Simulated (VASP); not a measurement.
Write the native input for VASP 6.6.1 that does the following.

```
Task                   : relaxation of cell and atoms
Functional             : PBE
Dispersion             : D3(BJ)
Potentials or basis    : VASP PAW PBE potentials, release 64 (Bi_d)
Cutoff                 : 600 eV
k mesh                 : 12 × 12 × 12
Occupations            : gaussian, width 0.1 eV
Spin                   : no spin polarisation
Further INCAR settings : ALGO = Normal; EDIFF = 1e-07; IBRION = 2; EDIFFG = -0.005; NSW = 90; ISIF = 3
```

The structure of Bi lies in POSCAR:

```
Bi
1.0
    2.2675000000      1.3091417400      3.9380000000
   -2.2675000000      1.3091417400      3.9380000000
    0.0000000000     -2.6182834700      3.9380000000
Bi
2
Direct
    0.2340000000      0.2340000000      0.2340000000
    0.7660000000      0.7660000000      0.7660000000
```

These files were run (other wordings do the same):

INCAR

```
PREC = Accurate
ENCUT = 600
EDIFF = 1E-7
ISMEAR = 0
SIGMA = 0.1
LREAL = False
LASPH = True
NELM = 60
ALGO = Normal
ISIF = 3
LWAVE = False
LCHARG = False
GGA = PE
IVDW = 12
IBRION = 2
NSW = 90
EDIFFG = -0.005
```

KPOINTS

```
regular mesh
0
Gamma
  12 12 12
```

Potentials or basis: VASP PAW PBE potentials, release 64 (Bi_d).

Launch:

```bash
$ cat potpaw_PBE.64/Bi_d/POTCAR > POTCAR
$ mpirun -np 1 vasp_std > vasp.out
```

Results of the run:

- Relaxed volume: 34.56 Å³/atom
- Relaxed cell: a = 4.683 Å, b = 4.683 Å, c = 4.683 Å, α = 57.89°, β = 57.89°, γ = 57.89°
- Space group after relaxing (to 0.05 Å): R-3m (No. 166)
- Energy gained by relaxing: 4.1 meV/atom
- Ionic steps: 8
- Pressure after relaxing: 0.0 GPa
- Band gap on the k mesh: none (metal or under the smearing width)
- Dispersion energy per atom: -0.462 eV

Caveat: spin-orbit coupling is left out, which moves the levels of the heavy elements; pairwise dispersion overbinds metals, which lowers pressure and volume.

Wall time 16 min on 1 thread of Intel(R) Xeon(R) Platinum 8559C (Emerald Rapids), with other jobs on the host, peak memory 0.43 GiB.
